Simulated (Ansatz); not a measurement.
Consider CoPt (space group P4/mmm, No. 123; a = 2.677 Å, c = 3.729 Å; ferromagnetic; relaxed with 0.1 eV smearing). Axes: x, y, z lie along a, b, c of the conventional cell.

Level of theory: plane-wave PAW DFT at the r2SCAN level (Ansatz, a quantum-chemistry and plane-wave program, 500 eV), no spin-orbit coupling.

Before the change:

| Item | Result |
|---|---|
| Largest site moment | 2.20 μB |

One thing is altered: tensor shear ε_xy = −2.11 % (engineering shear γ = -0.0422), atoms relaxed at fixed cell.

Q: Predict the new stress.

A: The stress (xx, yy, zz, yz, xz, xy; compression positive) is (1.0, 1.0, 0.5, 0.0, 0.0, 0.4) GPa.

Q: Estimate the effect on the largest site moment.

A: The largest site moment is nearly the same (2.20 μB against 2.21 μB).

Other magnetic orders, which the real material may have, were not ruled out. The cells carry an imposed strain or load. Whether these cells are dynamically stable was not tested.
